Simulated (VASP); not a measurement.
Input of a VASP 6.6.1 run:

File INCAR:

```
PREC = Accurate
ENCUT = 600
EDIFF = 1E-7
ISMEAR = -1
SIGMA = 0.05
LREAL = False
LASPH = True
NELM = 100
ALGO = Normal
ISIF = 3
LWAVE = False
LCHARG = False
GGA = RP
IVDW = 13
IBRION = 2
NSW = 40
EDIFFG = -0.005
```

Contents of KPOINTS:

```
Automatic mesh
0
Gamma
  16 9 7
```

Contents of POSCAR:

```
B
1.0
    1.6245600000      0.0000000000      0.0000000000
    0.0000000000      2.8661500000      0.0000000000
    0.0000000000      0.0000000000      3.9144000000
B
2
Direct
    0.0000000000      0.5000000000      0.6092600000
    0.5000000000      0.0000000000      0.3907400000
```

Potentials or basis: VASP PAW PBE potentials, release 64 (B).

Command:

```sh
$ cat potpaw_PBE.64/B/POTCAR > POTCAR
$ mpirun -np 1 vasp_std > vasp.out
```

Task: What does it give for the band gap on the k mesh?

Result: None (metal or under the smearing width).

Task: Estimate the dispersion energy per atom.

Result: -0.479 eV.

The path:
| step | energy change (eV) | largest force (eV/Å) | pressure (GPa) | volume (Å³) |
| --- | --- | --- | --- | --- |
| 1 | 0.0000 | 0.1525 | -3.78 | 18.23 |
| 2 | -0.0080 | 0.2474 | 1.21 | 17.66 |
| 3 | -0.0080 | 0.2440 | 1.03 | 17.68 |
| 4 | -0.0144 | 0.2312 | 1.11 | 17.50 |
| 5 | -0.0314 | 0.1477 | 1.43 | 16.97 |
| 6 | -0.0494 | 0.0773 | 2.91 | 15.91 |
| 7 | -0.0610 | 0.1328 | 0.23 | 15.77 |
| 8 | -0.0638 | 0.1670 | -1.75 | 15.66 |
| 9 | -0.0668 | 0.0724 | 0.67 | 15.51 |
| 10 | -0.0669 | 0.0865 | 0.26 | 15.54 |
| 11 | -0.0673 | 0.0560 | 0.07 | 15.55 |
| 12 | -0.0674 | 0.0255 | -0.14 | 15.56 |
| 13 | -0.0675 | 0.0062 | 0.36 | 15.55 |
| 14 | -0.0675 | 0.0058 | 0.37 | 15.55 |
| 15 | -0.0676 | 0.0006 | 0.29 | 15.57 |
| 16 | -0.0677 | 0.0145 | 0.10 | 15.62 |
| 17 | -0.0677 | 0.0058 | 0.04 | 15.64 |
| 18 | -0.0677 | 0.0030 | 0.02 | 15.65 |
| 19 | -0.0677 | 0.0036 | 0.02 | 15.65 |
| 20 | -0.0677 | 0.0005 | -0.09 | 15.65 |
| 21 | -0.0677 | 0.0015 | -0.03 | 15.65 |

Caveat: the PAW data sets were made with another functional, which shifts forces and pressure a little.
